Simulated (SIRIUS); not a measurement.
# Pb (Fm-3m) in SIRIUS: convergence with wave cutoff

Aim: find how far wave cutoff must go before the results for Pb settle, at PBEsol. This setting moves, with any that are tied to it; all else stays.

Everything below comes from runs of SIRIUS 7.10.0. Logs are shortened: lines on timing, memory, paths and dates and some standing lists are left out, and cuts for length are marked. The log counts tension as positive stress, the text compression.

## (1) The structure

The structure is cubic, space group Fm-3m (No. 225). Conventional cell: a = 4.950 Å, b = 4.950 Å, c = 4.950 Å, α = 90.00°, β = 90.00°, γ = 90.00°. Pb (site symmetry m-3m) has 12 Pb at 3.50 Å as nearest neighbours.

## (2) With wave cutoff 191.3 eV

Contents of sirius.json:

```json
{
  "control": {
    "processing_unit": "cpu",
    "verbosity": 2,
    "num_bands_to_print": 14,
    "print_forces": true,
    "print_stress": true
  },
  "parameters": {
    "electronic_structure_method": "pseudopotential",
    "xc_functionals": ["XC_GGA_X_PBE_SOL", "XC_GGA_C_PBE_SOL"],
    "gk_cutoff": 3.75,
    "pw_cutoff": 7.5,
    "ngridk": [9, 9, 9],
    "shiftk": [0, 0, 0],
    "smearing": "gaussian",
    "smearing_width": 0.0018374661,
    "num_bands": 14,
    "num_mag_dims": 0,
    "num_dft_iter": 100,
    "energy_tol": 1e-08,
    "density_tol": 1e-06
  },
  "iterative_solver": {
    "type": "davidson",
    "min_tolerance": 1e-10
  },
  "mixer": {
    "type": "anderson",
    "beta": 0.7,
    "max_history": 8
  },
  "settings": {
    "tol_ne": 1e-10
  },
  "unit_cell": {
    "lattice_vectors": [
      [0.0, 4.677109952971, 4.677109952971],
      [4.677109952971, 0.0, 4.677109952971],
      [4.677109952971, 4.677109952971, 0.0]
    ],
    "atom_coordinate_units": "lattice",
    "atom_types": ["Pb"],
    "atom_files": {
      "Pb": "Pb.json"
    },
    "atoms": {
      "Pb": [
        [0.0, 0.0, 0.0]
      ]
    }
  }
}
```

Potentials or basis: PseudoDojo 0.4.1 PBEsol standard (scalar relativistic).

Run with:

```bash
> upf_to_json Pb.upf
> OMP_NUM_THREADS=1 sirius.scf --input=sirius.json --output=out.json --task=0
```

Log:

```text
[info] SIRIUS version : 7.10.0
[info] number of MPI ranks           : 1
[info] MPI grid                      : 1 1
[info] maximum number of OMP threads : 1
[fft] FFT context for density and potential
[fft] =====================================
[fft]   comm size                             : 1
[fft]   plane wave cutoff                     : 7.5
[fft]   grid size                             : 18 18 18   total : 5832
[fft]   grid limits                           : -8 9   -8 9   -8 9
[fft]   number of G-vectors within the cutoff : 730
[fft]   local number of G-vectors             : 730
[fft]   number of G-shells                    : 59
[fft] FFT context for coarse grid
[fft] =====================================
[fft]   comm size                             : 1
[fft]   plane wave cutoff                     : 7.5
[fft]   grid size                             : 18 18 18   total : 5832
[fft]   grid limits                           : -8 9   -8 9   -8 9
[fft]   number of G-vectors within the cutoff : 730
[fft]   local number of G-vectors             : 730
[fft]   number of G-shells                    : 59
[unit cell] lattice vectors
[unit cell]   a1 :       0.0000000000      4.6771099530      4.6771099530
[unit cell]   a2 :       4.6771099530      0.0000000000      4.6771099530
[unit cell]   a3 :       4.6771099530      4.6771099530      0.0000000000
[unit cell] reciprocal lattice vectors
[unit cell]   b1 :      -0.6716952745      0.6716952745      0.6716952745
[unit cell]   b2 :       0.6716952745     -0.6716952745      0.6716952745
[unit cell]   b3 :       0.6716952745      0.6716952745     -0.6716952745
[unit cell] unit cell volume :       204.62690469 [a.u.^3]
[unit cell] 1/sqrt(omega)    :         0.06990667
[unit cell] MT volume        :         0.00000000 ( 0.00%)
[unit cell] IT volume        :       204.62690469 (100.00%)
[unit cell] number of atom types : 1
[unit cell] type id : 0 symbol : Pb mt_radius :  16.770000 num_atoms : 1
[unit cell] total number of atoms : 1
[unit cell] number of symmetry classes : 1
[unit cell] number of PAW atoms : 0
[unit cell] atom id  type id  class id             position                      vector_field
[unit cell] ------------------------------------------------------------------------------------------
[unit cell]      0        0        0      0.00000   0.00000   0.00000      0.00000   0.00000   0.00000
[unit cell] atom id         position (Cartesian, a.u.)
[unit cell] ---------------------------------------------
[unit cell]      0       0.000000    0.000000    0.000000
[unit cell] class id : 0 atom id : 0
[unit cell] minimum bond length:     6.614432
[unit cell] total number of pseudo wave-functions: 9
[sym] space group number   : 225
[sym] international symbol : Fm-3m
[sym] Hall symbol          : -F 4 2 3
[sym] space group transformation matrix :
[sym]   0.0000  0.5000  0.5000
[sym]   0.5000  0.0000  0.5000
[... 279 lines left out ...]
[diagonalize] iterative solver tolerance (occupied, empty): 1.97141e-10 1.97141e-10
[diagonalize] average number of iterations: 2.6
[diagonalize] Lowest band energies
[diagonalize] ik:    0   -0.068724   -0.068724   -0.062505   -0.038456   -0.038456   -0.038456    0.661513    0.661513    0.661513    0.761633    0.827866    0.997726    0.997726    0.997726
[diagonalize] ik:    1   -0.075814   -0.075814   -0.056208   -0.046712   -0.046412   -0.046412    0.580557    0.655314    0.655314    0.806459    0.839140    0.952015    0.988096    0.988096
[diagonalize] ik:    2   -0.097185   -0.097185   -0.083225   -0.046246   -0.046246   -0.030263    0.464156    0.638985    0.638985    0.796392    0.890024    0.923759    0.970480    0.970480
[diagonalize] ik:    3   -0.121081   -0.121081   -0.098177   -0.055383   -0.055383    0.004832    0.360562    0.619131    0.619131    0.790449    0.844025    0.960616    0.960616    1.021483
[diagonalize] ik:    4   -0.080507   -0.080507   -0.061037   -0.029677   -0.029677    0.043434    0.293194    0.606804    0.606804    0.800305    0.816906    0.964927    0.964927    1.112586
[diagonalize] ...
[diagonalize] ik:   30   -0.105214   -0.093341   -0.081068   -0.077909   -0.067556    0.061747    0.348456    0.419872    0.524130    0.789905    0.929339    0.986727    1.009950    1.104325
[diagonalize] ik:   31   -0.123308   -0.102422   -0.083600   -0.080152   -0.076991    0.045641    0.362350    0.433863    0.554310    0.802226    0.917017    0.924400    1.067501    1.090470
[diagonalize] ik:   32   -0.137370   -0.130468   -0.109500   -0.083089   -0.063888    0.065638    0.336676    0.467923    0.482827    0.733985    0.830463    1.049807    1.117059    1.182631
[diagonalize] ik:   33   -0.108148   -0.094414   -0.093181   -0.063724   -0.046477    0.070680    0.353706    0.412542    0.491391    0.772029    0.891114    1.010266    1.037454    1.164552
[diagonalize] ik:   34   -0.121138   -0.116802   -0.091581   -0.084814   -0.083143    0.067484    0.369139    0.406687    0.473019    0.825148    0.917770    0.927203    1.000288    1.190467
[find] Charges and magnetic moments
[find] --------------------------------------------------------------------------------
[find] total charge          : 14.000000
[find] Energy
[find] --------------------------------------------------------------------------------
[find] valence_eval_sum               :      -0.07297717
[find] <rho|V^{XC}>                   :     -10.14663558
[find] <rho|E^{XC}>                   :     -18.42737930
[find] <mag|B^{XC}>                   :       0.00000000
[find] <rho|V^{H}>                    :      17.82074653
[find] one-electron contribution      :      -7.74708812 (Ha),     -15.49417623 (Ry)
[find] hartree contribution           :       8.91037327
[find] xc contribution                :     -18.42737930
[find] ewald contribution             :     -48.03356002
[find] PAW contribution               :       0.00000000
[find] smearing (-TS)                 :      -0.00004104
[find] SCF correction                 :      -0.00000011
[find] Total energy                   :     -65.29765428 (Ha),    -130.59530856 (Ry)
[find] Free energy (E-TS)             :     -65.29769532 (Ha),    -130.59539063 (Ry)
[find] band gap (eV)                  :       0.00000000
[find] Efermi                         :       0.42229348
[find] iteration : 13, RMS : 1.408016647069e-09, energy difference : -3.197442310920e-12
[find] Hartree energy of density residual : 7.569845596288e-17
[find] bands are converged : true
[find] iterative solver converged : true
[find] converged after 14 SCF iterations!
[find] Charges and magnetic moments
[find] --------------------------------------------------------------------------------
[find] total charge          : 14.000000
[find] Energy
[find] --------------------------------------------------------------------------------
[find] valence_eval_sum               :      -0.07297717
[find] <rho|V^{XC}>                   :     -10.14663558
[find] <rho|E^{XC}>                   :     -18.42737930
[find] <mag|B^{XC}>                   :       0.00000000
[find] <rho|V^{H}>                    :      17.82074653
[find] one-electron contribution      :      -7.74708812 (Ha),     -15.49417623 (Ry)
[find] hartree contribution           :       8.91037327
[find] xc contribution                :     -18.42737930
[find] ewald contribution             :     -48.03356002
[find] PAW contribution               :       0.00000000
[find] smearing (-TS)                 :      -0.00004104
[find] SCF correction                 :      -0.00000011
[find] Total energy                   :     -65.29765428 (Ha),    -130.59530856 (Ry)
[find] Free energy (E-TS)             :     -65.29769532 (Ha),    -130.59539063 (Ry)
[find] band gap (eV)                  :       0.00000000
[find] Efermi                         :       0.42229348
[ground_state] === stress tensor components [kbar] ===
[ground_state] === stress_kin ===
[ground_state] -24711.193242    0.000000    0.000000
[ground_state]     0.000000-24711.193242    0.000000
[ground_state]     0.000000    0.000000-24711.193242
[ground_state] === stress_har ===
[ground_state] -4270.409411    0.000000    0.000000
[ground_state]     0.000000-4270.409411   -0.000000
[ground_state]     0.000000   -0.000000-4270.409411
[ground_state] === stress_ewald ===
[ground_state] 23020.692921   -0.000000    0.000000
[ground_state]    -0.00000023020.692921    0.000000
[ground_state]     0.000000    0.00000023020.692921
[ground_state] === stress_vloc ===
[ground_state]  -958.684516    0.000000   -0.000000
[ground_state]     0.000000 -958.684516   -0.000000
[ground_state]    -0.000000   -0.000000 -958.684516
[ground_state] === stress_xc ===
[ground_state] -11824.659942    0.000000   -0.000000
[ground_state]     0.000000-11824.659942   -0.000000
[ground_state]    -0.000000   -0.000000-11824.659942
[ground_state] === stress_core ===
[ground_state] 17196.890783   -0.000000    0.000000
[ground_state]    -0.00000017196.890783    0.000000
[ground_state]     0.000000    0.00000017196.890783
[ground_state] === stress_nonloc ===
[ground_state] 11651.636816    0.000000    0.000000
[ground_state]     0.00000011651.636816    0.000000
[ground_state]     0.000000    0.00000011651.636816
[ground_state] === stress_us_nl ===
[ground_state] 11651.636816    0.000000    0.000000
[ground_state]     0.00000011651.636816    0.000000
[ground_state]     0.000000    0.00000011651.636816
[ground_state] === stress_total ===
[ground_state] 10104.273409   -0.000000    0.000000
[ground_state]    -0.00000010104.273409    0.000000
[ground_state]     0.000000    0.00000010104.273409
[ground_state] ==== total Forces in Ha/bohr =====
[ground_state] atom:    0, force:       0.0000000      0.0000000      0.0000000
[ground_state] ==== ultrasoft contribution from Qij =====
[ground_state] atom:    0, force:       0.0000000      0.0000000      0.0000000
[ground_state] ==== non-local contribution from Beta-projector =====
[ground_state] atom:    0, force:       0.0000000      0.0000000      0.0000000
[ground_state] ==== contribution from local potential =====
[ground_state] atom:    0, force:       0.0000000      0.0000000      0.0000000
[ground_state] ==== contribution from core density =====
[ground_state] atom:    0, force:       0.0000000      0.0000000      0.0000000
[ground_state] ==== Ewald forces from ions =====
[ground_state] atom:    0, force:       0.0000000      0.0000000      0.0000000
[~DFT_ground_state] local op. applied: 15323
[~DFT_ground_state] evp. work count: 4439.26
[~DFT_ground_state] number of iterative solver steps: 1420
```

It took 3.5 s on 1 thread of Arm Neoverse V2, shared host; peak memory 0.16 GiB.

What came out:

| Quantity | Value |
| --- | --- |
| Free energy | -1776.8408 eV |
| Pressure | -1010.4 GPa |
| Band gap on the k mesh | none (metal or under the smearing width) |

## (3) With wave cutoff 275.5 eV

sirius.json, as its differences from that of step 2:

```diff
@@ -11,4 +11,4 @@
     "xc_functionals": ["XC_GGA_X_PBE_SOL", "XC_GGA_C_PBE_SOL"],
-    "gk_cutoff": 3.75,
-    "pw_cutoff": 7.5,
+    "gk_cutoff": 4.5,
+    "pw_cutoff": 9.0,
     "ngridk": [9, 9, 9],
@@ -37,6 +37,7 @@
     "lattice_vectors": [
-      [0.0, 4.677109952971, 4.677109952971],
-      [4.677109952971, 0.0, 4.677109952971],
-      [4.677109952971, 4.677109952971, 0.0]
+      [0.0, 0.707106781187, 0.707106781187],
+      [0.707106781187, 0.0, 0.707106781187],
+      [0.707106781187, 0.707106781187, 0.0]
     ],
+    "lattice_vectors_scale": 6.6144323282,
     "atom_coordinate_units": "lattice",
```

Potentials or basis: PseudoDojo 0.4.1 PBEsol standard (scalar relativistic).

Run with:

```bash
> upf_to_json Pb.upf
> OMP_NUM_THREADS=1 sirius.scf --input=sirius.json --output=out.json --task=0
```

Run time: 5.1 s. Hardware: 1 thread of Arm Neoverse V2, shared host; peak memory 0.17 GiB.

What came out:

```yaml
Free_energy: -1863.4717 eV
Pressure: -643.5 GPa
Band_gap_on_the_k_mesh: none (metal or under the smearing width)
```

## (4) With wave cutoff 375 eV

sirius.json, as its differences from that of step 3:

```diff
@@ -11,4 +11,4 @@
     "xc_functionals": ["XC_GGA_X_PBE_SOL", "XC_GGA_C_PBE_SOL"],
-    "gk_cutoff": 4.5,
-    "pw_cutoff": 9.0,
+    "gk_cutoff": 5.25,
+    "pw_cutoff": 10.5,
     "ngridk": [9, 9, 9],
@@ -37,7 +37,6 @@
     "lattice_vectors": [
-      [0.0, 0.707106781187, 0.707106781187],
-      [0.707106781187, 0.0, 0.707106781187],
-      [0.707106781187, 0.707106781187, 0.0]
+      [0.0, 4.677109952971, 4.677109952971],
+      [4.677109952971, 0.0, 4.677109952971],
+      [4.677109952971, 4.677109952971, 0.0]
     ],
-    "lattice_vectors_scale": 6.6144323282,
     "atom_coordinate_units": "lattice",
```

Run with:

```bash
> upf_to_json Pb.upf
> OMP_NUM_THREADS=1 sirius.scf --input=sirius.json --output=out.json --task=0
```

It took 6.8 s on 1 thread of Arm Neoverse V2, shared host; peak memory 0.17 GiB.

What came out:

```yaml
Free_energy: -1901.5378 eV
Pressure: -241.7 GPa
Band_gap_on_the_k_mesh: none (metal or under the smearing width)
```

## (5) With wave cutoff 489.8 eV

sirius.json, as its differences from that of step 4:

```diff
@@ -11,4 +11,4 @@
     "xc_functionals": ["XC_GGA_X_PBE_SOL", "XC_GGA_C_PBE_SOL"],
-    "gk_cutoff": 5.25,
-    "pw_cutoff": 10.5,
+    "gk_cutoff": 6.0,
+    "pw_cutoff": 12.0,
     "ngridk": [9, 9, 9],
```

Run with:

```bash
> upf_to_json Pb.upf
> OMP_NUM_THREADS=1 sirius.scf --input=sirius.json --output=out.json --task=0
```

Run time: 9.5 s. Hardware: 1 thread of Arm Neoverse V2, shared host; peak memory 0.19 GiB.

Results:

- Free energy: -1911.0578 eV
- Pressure: -43.7 GPa
- Band gap on the k mesh: none (metal or under the smearing width)

## (6) With wave cutoff 619.9 eV

sirius.json, as its differences from that of step 5:

```diff
@@ -11,4 +11,4 @@
     "xc_functionals": ["XC_GGA_X_PBE_SOL", "XC_GGA_C_PBE_SOL"],
-    "gk_cutoff": 6.0,
-    "pw_cutoff": 12.0,
+    "gk_cutoff": 6.75,
+    "pw_cutoff": 13.5,
     "ngridk": [9, 9, 9],
```

Potentials or basis: PseudoDojo 0.4.1 PBEsol standard (scalar relativistic).

Run with:

```bash
> upf_to_json Pb.upf
> OMP_NUM_THREADS=1 sirius.scf --input=sirius.json --output=out.json --task=0
```

It took 9.5 s on 1 thread of Arm Neoverse V2, shared host; peak memory 0.21 GiB.

The run converged. Its results:

```yaml
Free_energy: -1912.1216 eV
Pressure: -2.8 GPa
Band_gap_on_the_k_mesh: none (metal or under the smearing width)
```

## (7) With wave cutoff 765.3 eV

sirius.json, as its differences from that of step 6:

```diff
@@ -11,4 +11,4 @@
     "xc_functionals": ["XC_GGA_X_PBE_SOL", "XC_GGA_C_PBE_SOL"],
-    "gk_cutoff": 6.75,
-    "pw_cutoff": 13.5,
+    "gk_cutoff": 7.5,
+    "pw_cutoff": 15.0,
     "ngridk": [9, 9, 9],
```

Run with:

```bash
> upf_to_json Pb.upf
> OMP_NUM_THREADS=1 sirius.scf --input=sirius.json --output=out.json --task=0
```

It took 15 s on 1 thread of Arm Neoverse V2, shared host; peak memory 0.23 GiB.

The run converged. Its results:

- Free energy: -1912.1483 eV
- Pressure: -0.6 GPa
- Band gap on the k mesh: none (metal or under the smearing width)

## (8) With wave cutoff 1011 eV

sirius.json, as its differences from that of step 7:

```diff
@@ -11,4 +11,4 @@
     "xc_functionals": ["XC_GGA_X_PBE_SOL", "XC_GGA_C_PBE_SOL"],
-    "gk_cutoff": 7.5,
-    "pw_cutoff": 15.0,
+    "gk_cutoff": 8.62,
+    "pw_cutoff": 17.24,
     "ngridk": [9, 9, 9],
```

Run with:

```bash
> upf_to_json Pb.upf
> OMP_NUM_THREADS=1 sirius.scf --input=sirius.json --output=out.json --task=0
```

It took 22 s on 1 thread of Arm Neoverse V2, shared host; peak memory 0.27 GiB.

It converged, with:

* Free energy: -1912.1488 eV
* Pressure: -0.6 GPa
* Band gap on the k mesh: none (metal or under the smearing width)

## (9) With wave cutoff 1293.4 eV

sirius.json, as its differences from that of step 8:

```diff
@@ -11,4 +11,4 @@
     "xc_functionals": ["XC_GGA_X_PBE_SOL", "XC_GGA_C_PBE_SOL"],
-    "gk_cutoff": 8.62,
-    "pw_cutoff": 17.24,
+    "gk_cutoff": 9.75,
+    "pw_cutoff": 19.5,
     "ngridk": [9, 9, 9],
```

Potentials or basis: PseudoDojo 0.4.1 PBEsol standard (scalar relativistic).

Run with:

```bash
> upf_to_json Pb.upf
> OMP_NUM_THREADS=1 sirius.scf --input=sirius.json --output=out.json --task=0
```

Wall time 35 s (1 thread of Arm Neoverse V2, shared host); peak memory 0.33 GiB.

The run converged. Its results:

```
Free energy            : -1912.1492 eV
Pressure               : -0.6 GPa
Band gap on the k mesh : none (metal or under the smearing width)
```

## (10) The series at a glance

| wave cutoff | energy less the tightest run, at zero smearing (meV/atom) | pressure (GPa) | SCF cycles | CPU time (s) | peak memory (GiB) |
| --- | --- | --- | --- | --- | --- |
| 191.3 eV | 135308.44 | -1010.43 | 14 | 3.5 | 0.16 |
| 275.5 eV | 48677.32 | -643.48 | 15 | 5.1 | 0.17 |
| 375 eV | 10611.38 | -241.72 | 18 | 6.8 | 0.17 |
| 489.8 eV | 1091.38 | -43.72 | 15 | 9.5 | 0.19 |
| 619.9 eV | 27.60 | -2.76 | 17 | 9.5 | 0.21 |
| 765.3 eV | 0.86 | -0.62 | 16 | 15 | 0.23 |
| 1011 eV | 0.34 | -0.62 | 16 | 22 | 0.27 |
| 1293.4 eV | 0.00 | -0.61 | 16 | 35 | 0.33 |

Against the tightest run, the energy stays within 1 meV/atom from 765.3 eV on; the pressure stays within 0.1 GPa from 765.3 eV on. The tightest run that finished is the yardstick and may itself not be fully converged.
